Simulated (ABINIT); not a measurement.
Crystal: Sb.

```
CELL_PARAMETERS angstrom
4.52770 0.00000 0.00000
0.00000 4.42110 0.00000
-1.32052 0.00000 6.36435
ATOMIC_POSITIONS crystal
Sb 0.33993 0.25000 0.68367
Sb 0.93664 0.75000 0.76276
Sb 0.06336 0.25000 0.23724
Sb 0.66007 0.75000 0.31633
```

This isn't the form of Sb at room conditions, which is rhombohedral.

```yaml
Program: ABINIT 10.8.3 (patched build)
Task: single point
Functional: PBEsol
Potentials_or_basis: JTH PAW PBE v2.0
Cutoff: 435 eV
k_mesh: 6 × 6 × 4
Occupations: fermi-dirac, width 0.05 eV
Spin: no spin polarisation
```

On this cell: pressure -2.4 GPa; largest force 0.136 eV/Å; band gap on the k mesh none (metal or under the smearing width).

The same run follows on a disturbed copy (atoms moved at random, drawn with an rms of 0.05 Å):

```
Sb
1.0
     4.52770    0.00000    0.00000
     0.00000    4.42110    0.00000
    -1.32052    0.00000    6.36435
Sb
4
Cartesian
  0.6296 1.0916 4.3855
  3.2453 3.3105 4.8404
  0.0370 1.1169 1.4953
  2.5279 3.3210 1.9708
```

Question: What does the disturbed cell give?

Answer: The energy (extrapolated to zero smearing) moves by +5.4 meV/atom; pressure -3.1 GPa; largest force 0.324 eV/Å; band gap on the k mesh none (metal or under the smearing width).

Forces in eV/Å, atoms in the order of the input:
```
Sb  -0.087  0.022 -0.087
Sb  -0.006 -0.013 -0.127
Sb  -0.231  0.013  0.202
Sb   0.323 -0.022  0.013
```

Stress tensor (GPa, compression positive):
```
-3.06  0.03  0.06
 0.03 -3.16  0.01
 0.06  0.01 -2.96
```

Caveats: the PAW data sets were made with another functional, which shifts forces and pressure a little.
